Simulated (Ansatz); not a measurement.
# BN: energy against volume in PBE, exact exchange and the RPA

The task here is to estimate one member of a computed series from the others.

Code: Ansatz 0.2.0. PBE orbitals, norm-conserving pseudopotentials, plane waves. No spin polarisation and no zero-point or thermal motion.

## The structure to begin with

The cell was relaxed beforehand with r2SCAN; volume changes: +0 %, -5 %, +5 %, -10 %, +10 %.

Space group F-43m (No. 216), cubic; conventional cell a = 3.610 Å, 5.88 Å³ an atom. Near B stand 4 N at 1.56 Å; near N stand 4 B at 1.56 Å.

As a file:

```xyz
2
Lattice="0.0000 1.8048 1.8048 1.8048 0.0000 1.8048 1.8048 1.8048 0.0000" Properties=species:S:1:pos:R:3 pbc="T T T"
B     0.0000    0.0000    0.0000
N     0.9024    0.9024    0.9024
```

The first run:

input.yaml

```yaml
crystal:
  lattice:
    - [0.0, 1.8048253133, 1.8048253133]
    - [1.8048253133, 0.0, 1.8048253133]
    - [1.8048253133, 1.8048253133, 0.0]
  atoms:
    - { symbol: B, position: [0.0, 0.0, 0.0] }
    - { symbol: "N", position: [0.25, 0.25, 0.25] }
kpoints:
  mp_grid: { grid: [8, 8, 8] }
hamiltonian:
  xc: pbe
  pseudopotentials: { kind: nc }
scf:
  occupations: { method: fixed }
output:
  rpa_energy:
    ecut_chi_ladder: [317, 355, 394, 437, 480]
    long_wavelength: optical_limit
basis:
  ecutwfc: 1240.0
```

Steps of the session up to this table: The unscaled cell; Volume -5 %; Volume +5 %; Volume -10 %; Volume +10 %.

One of the session's tables, all rows but one given; the rest of the session is left out.

It belongs to the step «The three curves». Energies in meV/atom from the unscaled cell:

```
volume (Å³/atom)    PBE  exact exchange  EXX+RPA  RPA correlation
           5.291  102.0            64.9     93.6             28.7
           5.585   28.3             8.4     24.2             15.9
           5.879    0.0             0.0      0.0              0.0
           6.173      ?               ?        ?                ?
           6.467   43.6            90.5     52.1            -38.4
```

**Question.** Estimate the row for volume (Å³/atom) = 6.173.

Worked estimate for «PBE». A straight line through the neighbours (5.879, 0.0) and (6.467, 43.6) gives 0.0 + (43.6 − 0.0) × (6.173 − 5.879) / (6.467 − 5.879) = 21.8; a parabola fitted to 3 rows on both sides gives 5.1.

The run gave: PBE: 7.6; exact exchange: 30.0; EXX+RPA: 12.0; RPA correlation: -18.0. In «PBE» the line misses by +14.2 and the parabola by -2.5.
